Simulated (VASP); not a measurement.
The system is Si2Mo.

```xyz
3
Lattice="-1.6000 1.6000 3.9305 1.6000 -1.6000 3.9305 1.6000 1.6000 -3.9305" Properties=species:S:1:pos:R:3 pbc="T T T"
Si    0.0000    0.0000    2.6177
Si    0.0000    0.0000    5.2433
Mo    0.0000    0.0000    0.0000
```

```yaml
Program: VASP 6.6.1
Task: relaxation of cell and atoms
Functional: PBE
Potentials_or_basis: VASP PAW PBE potentials, release 64 (Si, Mo_sv)
Cutoff: 520 eV
k_mesh: 15 × 15 × 15
Occupations: gaussian, width 0.1 eV
Spin: no spin polarisation
```

At the start: pressure 2.4 GPa; volume 13.42 Å³/atom.

Where does the relaxation end?

Over 6 steps the energy falls by 2.9 meV/atom and the volume is 13.59 Å³/atom (+1.3 %); space group I4/mmm (No. 139, to 0.05 Å).

The path:
```tsv
step	energy change (eV)	largest force (eV/Å)	pressure (GPa)	volume (Å³)
1	0.0000	0.2801	2.41	40.25
2	-0.0017	0.0891	-3.26	41.43
3	-0.0069	0.1759	-0.71	40.87
4	-0.0087	0.0151	0.14	40.75
5	-0.0088	0.0144	0.01	40.77
6	-0.0088	0.0038	0.01	40.77
```

Final structure:
```
CELL_PARAMETERS angstrom
-1.60872 1.60872 3.93804
1.60872 -1.60872 3.93804
1.60872 1.60872 -3.93804
ATOMIC_POSITIONS crystal
Si 0.33512 0.33512 0.00000
Si 0.66488 0.66488 0.00000
Mo 0.00000 0.00000 0.00000
```
